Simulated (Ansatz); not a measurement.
Structure search: one BAs candidate

Computed with DFT PBE, scalar-relativistic, plane waves, PAW in Ansatz 0.2.0. Cutoff 420 eV, Gaussian smearing, Γ-centred meshes. Cell and atoms relax first on a coarse mesh and then on a finer one. In between, the cell is made exact in the group found at 0.06 Å. In metals the finer mesh still leaves noise of several meV/atom or more. The steps can't lower the symmetry of their start. No spin polarisation.

The cell of BAs is invented: 4-connected net, two elements alternating (P4_12_12, No. 92). Lengths were set from tabulated atomic sizes, so they are only a guess.

```cif
data_structure
_symmetry_space_group_name_H-M 'P 1'
_symmetry_Int_Tables_number 1
_cell_length_a 5.6048
_cell_length_b 5.6048
_cell_length_c 3.0597
_cell_angle_alpha 90.000
_cell_angle_beta 90.000
_cell_angle_gamma 90.000
_cell_volume 96.12
loop_
_atom_site_label
_atom_site_type_symbol
_atom_site_fract_x
_atom_site_fract_y
_atom_site_fract_z
_atom_site_occupancy
B1 B 0.66924 0.66924 0.50000 1
B2 B 0.16924 0.83076 0.25000 1
B3 B 0.33076 0.33076 0.00000 1
B4 B 0.83076 0.16924 0.75000 1
As1 As 0.83076 0.83076 0.00000 1
As2 As 0.33076 0.66924 0.75000 1
As3 As 0.16924 0.16924 0.50000 1
As4 As 0.66924 0.33076 0.25000 1
```

Energies over the elements count from the elements' standard structures at the same level, with no fitted energy shifts.

Question: What does it relax into?

Answer: The symmetry stays P4_12_12 (No. 92). The volume per atom grows by 16.3 %, from 12.0 to 14.0 Å³. The shortest distance goes from 1.99 Å (B–As) to 2.08 Å (B–As). The energy falls by about 0.17 eV/atom (the start's value is from the coarse mesh). Conventional cell: a = 5.827 Å, c = 3.293 Å. B has 4 As at 2.08–2.17 Å; As is surrounded by 4 B at 2.08–2.17 Å.

Space group P4_12_12 (No. 92). a = 5.827 Å, b = 5.827 Å, c = 3.293 Å, α = 90.00°, β = 90.00°, γ = 90.00°
| atom | site | symmetry | x | y | z |
| --- | --- | --- | --- | --- | --- |
| B | 4a | ..2 | 0.6715 | 0.6715 | 0.5000 |
| As | 4a | ..2 | 0.8261 | 0.8261 | 0.0000 |

Question: Give its energy and gap.

Answer: The energy over the elements is +0.47 eV/atom and the gap on the 6×6×12 mesh of the 8-atom cell is 0 eV (the bands overlap slightly).

It can't be a ground state, since the elements alone are lower.

The last run used Gaussian smearing of 0.10 eV. The zero gap may come from the functional, which often closes small gaps, or the cell may be a true semimetal. The reference form of As is held partly by dispersion forces, which this level lacks. Symmetry constrained the relaxation, so the result can be a saddle point. In all, the 4 runs took 9.7 min on 1 thread of Intel(R) Xeon(R) Processor @ 2.50GHz (Skylake/Cascade Lake), with other jobs on the host. Another cell of BAs relaxed alike, in Pmmn, lies 290 meV/atom lower, so this cell isn't the stable form at this level.
